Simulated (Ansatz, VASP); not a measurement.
# One calculation of GaAs, two programs

INCAR

```
PREC = Accurate
ENCUT = 900
EDIFF = 1E-6
ISMEAR = -1
SIGMA = 0.05
LREAL = False
LASPH = True
NELM = 60
ALGO = Fast
ISIF = 3
LWAVE = False
LCHARG = False
GGA = PE
IBRION = 2
NSW = 60
EDIFFG = -0.01
```

File KPOINTS:

```
Automatic mesh
0
Gamma
  8 8 8
```

The input POSCAR:

```
GaAs
1.0
    0.0000000000      2.8268500000      2.8268500000
    2.8268500000      0.0000000000      2.8268500000
    2.8268500000      2.8268500000      0.0000000000
As Ga
1 1
Direct
    0.7500000000      0.7500000000      0.7500000000
    0.0000000000      0.0000000000      0.0000000000
```

The input input.yaml:

```yaml
crystal:
  lattice:
    - [0.0, 2.82685, 2.82685]
    - [2.82685, 0.0, 2.82685]
    - [2.82685, 2.82685, 0.0]
  atoms:
    - { symbol: As, position: [0.75, 0.75, 0.75] }
    - { symbol: Ga, position: [0.0, 0.0, 0.0] }
hamiltonian:
  xc: pbe
  pseudopotentials: { kind: paw }
kpoints:
  mp_grid: { grid: [8, 8, 8] }
scf:
  occupations: { method: fermi_dirac, width: 0.05 }
output:
  forces: true
  stress: true
  write_density: true
  write_potential: true
  elf: true
  volumetric_format: npy
relax:
  f_tol: 0.01
  max_steps: 40
  cell: { stress_tol: 0.05 }
```

Alike in both runs: task relaxation of cell and atoms; functional PBE; k mesh 8 × 8 × 8; occupations fermi-dirac, width 0.05 eV; no spin polarisation.

```csv
,VASP,Ansatz
version,VASP 6.6.1,Ansatz 0.2.0
potentials or method,"VASP PAW PBE potentials, release 64 (As_GW, Ga_d_GW)",Ansatz PAW
plane-wave cutoff (eV),900,420
valence electrons in the cell,18,28
```

```csv
,VASP,Ansatz,Ansatz less VASP
"gap on the k mesh at the Fermi level, each at its own relaxed structure (eV)",0.14,0.16,+0.020
relaxed volume (Å³/atom),23.75,23.71,-0.042
relaxed cell length with the largest relative difference (Å),4.065,4.063,-0.0024
energy change over the relaxation (meV/atom),-12,-11,+0.9
```

The two sets of potentials don't hold the same shells in valence.

Caveats: the plane-wave basis is chosen anew once the cell has moved, so the energies of steps on either side of that aren't comparable (Ansatz). As with any semilocal functional, this PBE gap is likely too small. PBE usually gives volumes a little too large and moduli too small. Zero-point motion and thermal expansion aren't in these numbers.
